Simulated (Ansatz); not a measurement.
Rows from a G0W0 calculation on SiB2P2C (zincblende [110] superlattice) (Ansatz 0.2.0; G0W0 on PBEsol, plane waves, PAW; PAW set soft_1; 4×4×2 mesh, 353 empty bands, screening to 110 eV, PAW set soft_1 files), in eV. Spin-orbit coupling is left out.

```tsv
row	Σx	Σc	Vxc	Z
A	-16.71	2.26	-13.91	0.77
B	-7.21	-4.15	-11.71	0.81
C	-16.95	1.36	-15.23	0.79
D	-7.30	-4.06	-11.71	0.81
E	-7.31	-4.31	-11.98	0.80
F	-16.88	1.44	-15.06	0.79
```

Question: Which rows are filled states and which are empty ones, and how can one tell?

Filled: A, C and F. Empty: B, D and E. The sign of Σc tells: for a filled state bare exchange, which holds its interaction with itself, lies below Vxc (Σx − Vxc is -1.7 eV or lower here) and screening gives part back as a positive Σc. For an empty state Σx lies above Vxc (+4.4 eV or more) and the Coulomb hole leaves Σc negative.

[Paths, hosts, dates, memory and timing lines, banners, echoed tables and standing remarks are left out of the program output.]

[Logs are printed without paths, hosts, clocks, repeated set-up lines and the standing remarks that a program may print on its own settings, such as how far it seeks lower states.]

[Runs of the session that timed out or met a known fault of the program may be left out.]

[Cells called generated may have been cut or substituted from an entry of the Crystallography Open Database or the Materials Project.]

[Hosts, paths, dates, database ids (printed as entryN), source tags and the programs' standing remarks are cut or masked in the printed files.]
